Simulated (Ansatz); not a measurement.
## CdTe (F-43m), a film clamped to a substrate

Computed with Ansatz 0.2.0, DFT r2SCAN, scalar-relativistic, plane waves, PAW. Cutoff 500 eV, Γ-centred 8×8×8 k-points, Gaussian smearing of 0.05 eV. No spin polarisation. Energies are free energies at this smearing, counted from the undisturbed cell; pressure is positive in compression.

Reference structure (relaxed at this level):

```
CELL_PARAMETERS angstrom
0.00000 3.27790 3.27790
3.27790 0.00000 3.27790
3.27790 3.27790 0.00000
ATOMIC_POSITIONS crystal
Cd 0.00000 0.00000 0.00000
Te 0.75000 0.75000 0.75000
```

The cell (2 atoms, V0 = 70.44 Å³) is strained by p along both x and y and by q along z, fractional coordinates fixed. τp = (1/V0) ∂E/∂p = (σxx + σyy)(1 + p)(1 + q) and τq = (1/V0) ∂E/∂q = σzz(1 + p)², with tension positive.

| p | q | ΔE (meV/atom) | τp (GPa) | τq (GPa) |
| --- | --- | --- | --- | --- |
| 0.000 | 0.000 | 0.00 | -0.07 | -0.03 |
| -0.030 | 0.000 | 18.85 | -5.85 | -2.39 |
| 0.030 | 0.000 | 15.50 | 4.60 | 1.82 |
| 0.000 | -0.030 | 5.45 | -2.31 | -1.64 |
| 0.000 | 0.030 | 4.77 | 1.88 | 1.46 |

Problem. Get the second derivatives of the energy density.

Solution. Central differences give A = ∂τp/∂p = 174 GPa (C11 + C22 + 2 C12), C = ∂τq/∂q = 52 GPa (C33) and the cross term B = ∂τq/∂p = 70 GPa (C13 + C23); ∂τp/∂q = 70 GPa must equal B, and any difference shows higher-order terms. Steps this large leave an error of some per cent of A or C in all of these, which can swamp a small B. The ions are clamped. In a cubic crystal C11 = C = 52, C12 = B/2 = 35 GPa and A should be 2(C11 + C12) = 174 GPa; the bulk modulus is (C11 + 2 C12)/3 = 41 GPa.

Problem. A film of this crystal grows with z along the normal on a substrate that imposes p. How does its thickness respond, and what does the misfit cost?

Solution. Count p and q from the stress-free cell. A free surface needs τq = 0, so q = −(B/C) p = -1.36 p. The energy density left is (A − B²/C) p²/2 = M p², with the biaxial modulus M = 39 GPa; a misfit of 1 % costs 0.87 meV/atom, against 1.91 meV/atom if the thickness were held.

Letting the film adjust its thickness cuts the cost of a 1 % misfit from 1.91 to 0.87 meV/atom, because much of the in-plane stretch or compression can be traded for a change of bond angles. In tetrahedrally bonded CdTe, bending is much softer than stretching, and the strongly polar bonds weaken the directional covalent resistance further. This keeps C12 fairly close to C11 and makes the normal response large. The response still falls short of conserving volume, so some dilation or compression remains.

Biaxial compression costs more than equal expansion (18.85 against 15.50 meV/atom), mainly reflecting the steeper repulsion at short bond lengths. The clamped ions do not compromise these constants: for normal strains along the cube axes, the remaining symmetry forbids a linear relative displacement of the Cd and Te sublattices. That protection is lost for a (111) film, whose misfit response also involves C44 and internal relaxation, so the modulus found here cannot be carried over to that orientation.
